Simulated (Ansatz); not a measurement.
System: CaO (rock salt type), 2 atoms in the cell.

```xyz
2
Lattice="0.0000 2.4150 2.4150 2.4150 0.0000 2.4150 2.4150 2.4150 0.0000" Properties=species:S:1:pos:R:3 pbc="T T T"
Ca    0.0000    0.0000    0.0000
O     2.4150    2.4150    2.4150
```

Method: PBE, all-electron LAPW, point nucleus in Ansatz 0.2.0 development build.

k-mesh 6×6×6 Γ-centred; Fermi–Dirac smearing of 0.02 eV; no spin polarisation.

Problem. How large is the gap on this mesh, is it direct, and where do the band edges lie (fractions of the reciprocal vectors of this cell)?

Solution. 3.65 eV, indirect from (0.000, 0.000, 0.000) to (0.000, -0.500, -0.500); the smallest direct gap is 4.03 eV.

Problem. List the levels near the gap at (0.000, 0.000, 0.000), (0.000, 0.000, 0.167), (0.000, 0.000, 0.333), (0.000, 0.167, 0.333), (0.000, 0.333, -0.500), (0.000, -0.500, -0.500), in eV from the top of the valence band (v1 is the highest filled band, c1 the lowest empty one).

Solution. 
```
                      k      v4     v3     v2     v1    c1    c2    c3
  (0.000, 0.000, 0.000)  -15.49   0.00   0.00   0.00  4.61  6.20  6.20
  (0.000, 0.000, 0.167)  -15.15  -0.85  -0.34  -0.34  5.72  6.17  6.65
  (0.000, 0.000, 0.333)  -14.60  -2.08  -0.91  -0.91  6.49  7.63  7.67
  (0.000, 0.167, 0.333)  -14.82  -1.79  -0.70  -0.54  5.28  7.07  7.95
 (0.000, 0.333, -0.500)  -15.01  -1.46  -0.84  -0.58  4.49  8.04  8.68
(0.000, -0.500, -0.500)  -15.25  -1.31  -0.38  -0.38  3.65  7.94  8.81
```

A gap read on the mesh is an upper bound of this method's gap, since the mesh can miss a band edge. Semilocal functionals give gaps that mostly lie well below measured ones.
